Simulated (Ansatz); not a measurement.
## KI: relaxed-ion elastic tensor

Level of theory: Ansatz 0.2.0, DFT PBE, scalar-relativistic, plane waves, PAW. Settings: 420 eV plane-wave cutoff, Γ-centred 4×4×6 mesh, fixed occupations. No spin polarisation.

Equilibrium structure at this level:
```yaml
crystal:
  lattice:
    - [6.13983, 0.00000, 0.00000]
    - [0.00000, 6.13983, 0.00000]
    - [0.00000, 0.00000, 4.34197]
  atoms:
    - { symbol: K, position: [0.00000, 0.00000, 0.00000] }
    - { symbol: K, position: [0.50000, 0.50000, 0.00000] }
    - { symbol: I, position: [0.50000, 0.00000, 0.49997] }
    - { symbol: I, position: [0.00000, 0.50000, 0.50003] }
```

The structure comes from a generated guess, relaxed at this level; another structure or a mixture of phases may lie lower. Spin–orbit coupling is left out, which matters for heavy elements.

Question: Give the relaxed-ion elastic constants (GPa, Voigt order xx yy zz yz xz xy, on the Cartesian axes of the cell above).

Answer:
```
19.5 14.9  3.0  0.0  0.0  0.0
14.9 19.5  3.0  0.0  0.0  0.0
 3.0  3.0 31.3  0.0  0.0  0.0
 0.0  0.0  0.0  2.3  0.0  0.0
 0.0  0.0  0.0  0.0  2.3  0.0
 0.0  0.0  0.0  0.0  0.0 14.1
```

Question: Is the crystal stable against homogeneous strain?

Answer: Yes: the least eigenvalue of the tensor is 2.3 GPa.

Question: And the moduli of a polycrystal (Hill averages)?

Answer: B = 12 GPa, G = 5 GPa, E = 14 GPa, ν = 0.32.
